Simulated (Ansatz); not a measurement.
# LiF: band gap under strain

Aim: follow the gap of LiF (rocksalt) through these states: +2.0 % biaxial strain in the (111) plane, free along [111]; +3.0 % biaxial strain in the (111) plane, free along [111]; +4.0 % biaxial strain in the (111) plane, free along [111]. The table at the end shows which levels were run.

Program: Ansatz 0.2.0. PAW datasets, plane waves. (Simulation; spin polarisation is off.)

## 1. The system as given

The unstrained cell was relaxed with r2SCAN; in each strained cell the atoms were relaxed again with r2SCAN. Names of k-points are those of the unstrained zone, where strain can split equivalent points. First state: +2.0 % biaxial strain in the (111) plane, free along [111].

It is trigonal, R-3m (No. 166); conventional cell a = 2.878 Å, c = 6.857 Å, 8.20 Å³ an atom. Li has 6 F at 2.02 Å; F has 6 Li at 2.02 Å.

Structure file:

```cif
data_structure
_symmetry_space_group_name_H-M 'P 1'
_symmetry_Int_Tables_number 1
_cell_length_a 2.8257
_cell_length_b 2.8257
_cell_length_c 2.8257
_cell_angle_alpha 61.218
_cell_angle_beta 61.218
_cell_angle_gamma 61.218
_cell_volume 16.39
loop_
_atom_site_label
_atom_site_type_symbol
_atom_site_fract_x
_atom_site_fract_y
_atom_site_fract_z
_atom_site_occupancy
Li1 Li 0.00000 0.00000 0.00000 1
F1 F 0.50000 0.50000 0.50000 1
```

From earlier runs on the unstrained cell: PBE 9.35 eV, r2SCAN 10.33 eV, HSE06 11.67 eV, G0W0 13.59 eV (on its mesh); a = 3.990 Å.

## 2. +2.0 % biaxial strain in the (111) plane, free along [111]: PBE

Input file input.yaml:

```yaml
crystal:
  lattice:
    - [-0.0368410052, 1.9979281671, 1.9979281671]
    - [1.9979281671, -0.0368410052, 1.9979281671]
    - [1.9979281671, 1.9979281671, -0.0368410052]
  atoms:
    - { symbol: Li, position: [0.0, 0.0, 0.0] }
    - { symbol: F, position: [0.5, 0.5, 0.5] }
kpoints:
  mp_grid: { grid: [10, 10, 10] }
  band_path:
    path:
      - [0.0, 0.0, 0.0]
      - [0.5, 0.0, 0.5]
      - [0.625, 0.25, 0.625]
      - [0.375, 0.375, 0.75]
      - [0.5, 0.5, 0.5]
      - [0.5, 0.25, 0.75]
    npoints: 1
hamiltonian:
  xc: pbe
scf:
  occupations: { method: fermi_dirac, width: 0.02 }
  n_extra_bands: 4
output:
  forces: true
  stress: true
  eigenvalues: true
```

On the command line:

```console
> ansatz run input.yaml --threads 2 --pin off --max-ram 20275MiB --backend cpu --events-out ev --progress --plain --runs-dir out
```

After this run come: +2.0 % biaxial strain in the (111) plane, free along [111]: r2SCAN; +2.0 % biaxial strain in the (111) plane, free along [111]: HSE06; +2.0 % biaxial strain in the (111) plane, free along [111]: r2SCAN; +2.0 % biaxial strain in the (111) plane, free along [111]: G0W0@PBE; +3.0 % biaxial strain in the (111) plane, free along [111]: PBE; +3.0 % biaxial strain in the (111) plane, free along [111]: r2SCAN; +3.0 % biaxial strain in the (111) plane, free along [111]: HSE06; +3.0 % biaxial strain in the (111) plane, free along [111]: r2SCAN; +3.0 % biaxial strain in the (111) plane, free along [111]: G0W0@PBE; +4.0 % biaxial strain in the (111) plane, free along [111]: PBE; +4.0 % biaxial strain in the (111) plane, free along [111]: r2SCAN; +4.0 % biaxial strain in the (111) plane, free along [111]: HSE06; +4.0 % biaxial strain in the (111) plane, free along [111]: r2SCAN; +4.0 % biaxial strain in the (111) plane, free along [111]: G0W0@PBE.

Before running it: what results should come out?

As calculated:

Least gap in eV (negative: overlap), with the change from the unstrained cell in brackets. G0W0 is on its own coarse mesh.

```
                                                     state  volume change (%)           PBE        r2SCAN          HSE06           G0W0
+2.0 % biaxial strain in the (111) plane, free along [111]               +3.2  8.96 (-0.39)  9.93 (-0.40)  11.27 (-0.40)  13.15 (-0.44)
+3.0 % biaxial strain in the (111) plane, free along [111]               +4.8  8.78 (-0.57)  9.74 (-0.59)  11.07 (-0.60)  12.94 (-0.65)
+4.0 % biaxial strain in the (111) plane, free along [111]               +6.5  8.60 (-0.75)  9.56 (-0.77)  10.89 (-0.78)  12.74 (-0.85)
```

**Reading.** The largest move of the HSE06 gap in the table is -0.786 eV, under +4.0 % biaxial strain in the (111) plane, free along [111]. PBE and HSE06 differ by 2.33 eV on the unstrained gap, and by at most 0.04 eV on its change: the two disagree on the size of the gap but agree on its response to strain. The G0W0 figures hold for the stated bands, cutoff and mesh and aren't extrapolated.
